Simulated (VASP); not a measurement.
# CsPbBr₃: molecular dynamics at constant energy

CsPbBr₃, Pm-3m (no. 221), 10 atoms in the cell. PBE, molecular dynamics; PAW potentials Pb, Cs_sv, Br (PBE set).

Ensemble: NVE; Starting temperature (K): 1600.

## Input

INCAR:
```
ALGO     = Normal         # electronic algorithm
EDIFF    = 1E-6           # SCF threshold, eV
ENCUT    = 220            # plane-wave cutoff, eV
GGA      = PE             # functional
IBRION   = 0              # ionic algorithm
ISIF     = 2              # what is computed and relaxed
ISMEAR   = 0              # smearing method
ISYM     = 0            
KPAR     = 2            
LASPH    = T              # aspherical terms in the spheres
LCHARG   = F              # write CHGCAR
LREAL    = Auto         
LWAVE    = F              # write WAVECAR
MDALGO   = 2            
NELM     = 60             # most SCF steps
NELMIN   = 4            
NSW      = 60             # ionic steps
POTIM    = 3.0            # step
PREC     = Normal         # precision mode
RANDOM_SEED= 468940 0 0   
SIGMA    = 0.05           # smearing width, eV
SMASS    = -3           
TEBEG    = 1600          
```

KPOINTS:
```
k-points
0
Monkhorst-Pack
  2 2 1
```

POSCAR:
```
CsPbBr3
1.0
    5.8700000000      0.0000000000      0.0000000000
    0.0000000000      5.8700000000      0.0000000000
    0.0000000000      0.0000000000     11.7400000000
Pb Cs Br
2 2 6
Direct
    0.5000000000      0.5000000000      0.2500000000
    0.5000000000      0.5000000000      0.7500000000
    0.0000000000      0.0000000000      0.0000000000
    0.0000000000      0.0000000000      0.5000000000
    0.5000000000      0.5000000000      0.0000000000
    0.5000000000      0.5000000000      0.5000000000
    0.5000000000      0.0000000000      0.2500000000
    0.5000000000      0.0000000000      0.7500000000
    0.0000000000      0.5000000000      0.2500000000
    0.0000000000      0.5000000000      0.7500000000
```

Commands:
```
cat potpaw_PBE.64/Pb/POTCAR potpaw_PBE.64/Cs_sv/POTCAR potpaw_PBE.64/Br/POTCAR > POTCAR
mpirun -np 2 vasp_std > vasp.out
```

## Result

- Rise of the mean potential energy above the start (meV/atom): 75.6
- Mean temperature (K): 951
- Electronic steps per ionic step after the first: 4.2

Course of the run:

| Time (fs) | Temperature (K) | Potential energy less the first (meV/atom) |
|---|---|---|
| 3 | 1600 | 0.0 |
| 18 | 1513 | 10.1 |
| 30 | 1330 | 31.4 |
| 45 | 1037 | 65.6 |
| 57 | 863 | 85.9 |
| 72 | 827 | 90.0 |
| 84 | 896 | 81.9 |
| 99 | 958 | 74.7 |
| 111 | 935 | 77.5 |
| 126 | 839 | 88.6 |
| 138 | 749 | 99.1 |
| 153 | 652 | 110.4 |
| 165 | 607 | 115.7 |
| 180 | 614 | 114.9 |

The mean temperature lies below the starting 1600 K, since the atoms start on their sites and part of their kinetic energy turns into potential energy.

REPORT:
```
MDALGO =   2
               SCALING =       0
                 CNEXP =     9.000   14.000
           RANDOM_SEED =            468940                0                0

   original number of atomic DOF:         27
   number of independent constraints:      0
   number of active DOF:                  27

========================================
         MD step No.       1
========================================

  Atomic velocities initialized by STEP_tb

  >Energies
                    E_tot             E_pot             E_kin               EPS                ES
   e_b>   -0.30243182E+02   -0.32104537E+02    0.18613553E+01    0.00000000E+00    0.00000000E+00

  >Temperature
               T_sim     T_inst
   tmprt>   1600.000   1600.000

  >Thermostat:
           s(n+1) sdot(n+1)      s(n)   sdot(n)        Qs
   s_b>   0.00000   0.00000   0.00000   0.00000  -3.00000

           RANDOM_SEED =            468940               60                0

[... steps left out ...]

========================================
         MD step No.      60
========================================

  >Energies
                    E_tot             E_pot             E_kin               EPS                ES
   e_b>   -0.30242224E+02   -0.30955963E+02    0.71373902E+00    0.00000000E+00    0.00000000E+00

  >Temperature
               T_sim     T_inst
   tmprt>   1600.000    613.522

  >Thermostat:
           s(n+1) sdot(n+1)      s(n)   sdot(n)        Qs
   s_b>   0.00000   0.00000   0.00000   0.00000  -3.00000

           RANDOM_SEED =            468940               60                0
```

OSZICAR:
```
N       E                     dE             d eps       ncg     rms          rms(c)
DAV:   1     0.355350810613E+03    0.35535E+03   -0.17009E+04   160   0.713E+02
DAV:   2     0.155185513906E+00   -0.35520E+03   -0.35156E+03   232   0.183E+02
DAV:   3    -0.326722884748E+02   -0.32827E+02   -0.32776E+02   176   0.662E+01
DAV:   4    -0.331789222961E+02   -0.50663E+00   -0.50478E+00   192   0.931E+00
DAV:   5    -0.331891466989E+02   -0.10224E-01   -0.10219E-01   184   0.129E+00    0.142E+01
DAV:   6    -0.321829056873E+02    0.10062E+01   -0.18702E+00   192   0.413E+00    0.835E+00
DAV:   7    -0.321109074742E+02    0.71998E-01   -0.14691E+00   192   0.358E+00    0.334E+00
DAV:   8    -0.321109452890E+02   -0.37815E-04   -0.10819E-01   192   0.110E+00    0.245E+00
DAV:   9    -0.321032336968E+02    0.77116E-02   -0.40646E-02   184   0.632E-01    0.580E-01
DAV:  10    -0.321043674911E+02   -0.11338E-02   -0.43717E-03   192   0.243E-01    0.330E-01
DAV:  11    -0.321043511883E+02    0.16303E-04   -0.32993E-04   184   0.695E-02    0.926E-02
DAV:  12    -0.321045243631E+02   -0.17317E-03   -0.32152E-04   192   0.687E-02    0.129E-01
[... left out ...]
     58 T=   602. E= -.30242233E+02 F= -.30942027E+02 E0= -.30942027E+02  EK= 0.69979E+00 SP= 0.00E+00 SK= 0.00E+00
     59 T=   606. E= -.30242217E+02 F= -.30947284E+02 E0= -.30947284E+02  EK= 0.70507E+00 SP= 0.00E+00 SK= 0.00E+00
[... last step whole ...]
       N       E                     dE             d eps       ncg     rms          rms(c)
DAV:   1    -0.309559474297E+02   -0.86635E-02   -0.84451E-03   224   0.185E+00    0.134E-02
DAV:   2    -0.309559632810E+02   -0.15851E-04   -0.17676E-04   160   0.526E-02    0.946E-03
DAV:   3    -0.309559630719E+02    0.20907E-06   -0.25123E-06   152   0.724E-03    0.615E-03
DAV:   4    -0.309559627978E+02    0.27413E-06   -0.55242E-07   120   0.340E-03
     60 T=   614. E= -.30242224E+02 F= -.30955963E+02 E0= -.30955963E+02  EK= 0.71374E+00 SP= 0.00E+00 SK= 0.00E+00
```

Limits: 180 fs of 10 atoms are too short for converged averages.

VASP 6.6.1 took 282 s on 2 cores (Intel Xeon Platinum 8488C (Sapphire Rapids)), a shared host.
